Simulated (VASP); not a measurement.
From an Ansatz input to VASP: BeS (rocksalt)

Ansatz input

```yaml
crystal:
  lattice:
    - [0.0, 2.3172972019, 2.3172972019]
    - [2.3172972019, 0.0, 2.3172972019]
    - [2.3172972019, 2.3172972019, 0.0]
  atoms:
    - { symbol: Be, position: [0.0, 0.0, 0.0] }
    - { symbol: S, position: [0.5, 0.5, 0.5] }
kpoints:
  mp_grid: { grid: [6, 6, 6] }
  band_path:
    path:
      - [0.0, 0.0, 0.0]
      - [0.5, 0.0, 0.5]
      - [0.5, 0.25, 0.75]
      - [0.375, 0.375, 0.75]
      - [0.5, 0.5, 0.5]
      - [0.625, 0.25, 0.625]
      - [0.15, 0.15, 0.3]
    npoints: 1
hamiltonian:
  xc: hse06
scf:
  occupations: { method: fixed }
  n_extra_bands: 4
output:
  forces: true
  stress: true
  eigenvalues: true
```

Task: Write VASP inputs for this cell and level of theory.

Result: 

INCAR

```
ENCUT = 520
NSW = 0
PRECFOCK = Fast
EDIFF = 1E-7
ALGO = Normal
GGA = PE
PREC = Accurate
NELM = 120
LASPH = .TRUE.
ISMEAR = 0
ISTART = 1
LREAL = .FALSE.
LWAVE = .FALSE.
LCHARG = .FALSE.
AEXX = 0.25
IBRION = -1
HFSCREEN = 0.2079
ISIF = 2
LHFCALC = .TRUE.
SIGMA = 0.01
NBANDS = 11
```

The run starts from the orbitals of a PBE run on the same cell and mesh.

KPOINTS

```
KPOINTS created by Atomic Simulation Environment
0
Gamma
6 6 6
0 0 0
```

KPOINTS_OPT

```
special points
7
Reciprocal
0.0000000000 0.0000000000 0.0000000000 1
0.5000000000 0.0000000000 0.5000000000 1
0.5000000000 0.2500000000 0.7500000000 1
0.3750000000 0.3750000000 0.7500000000 1
0.5000000000 0.5000000000 0.5000000000 1
0.6250000000 0.2500000000 0.6250000000 1
0.1500000000 0.1500000000 0.3000000000 1
```

POSCAR

```
Be S
 1.0000000000000000
     0.0000000000000000    2.3172972018655114    2.3172972018655114
     2.3172972018655114   -0.0000000000000000    2.3172972018655114
     2.3172972018655114    2.3172972018655114   -0.0000000000000000
 Be  S
   1   1
Cartesian
  0.0000000000000000  0.0000000000000000  0.0000000000000000
  2.3172972018655109  2.3172972018655109  2.3172972018655109
```

VASP ran with the recommended PBE PAW datasets (8 valence electrons in the cell). Other inputs would serve too.

```csv
,Ansatz,VASP
gap between bands v and c,1.73 eV,1.72 eV
least direct gap,5.21 eV,5.20 eV
pressure,-1.8 GPa,-2.0 GPa
```

Each program uses its own PAW datasets. VASP's cell holds 8 valence electrons and Ansatz's 8. Ansatz's stress includes a Pulay correction; VASP's doesn't.
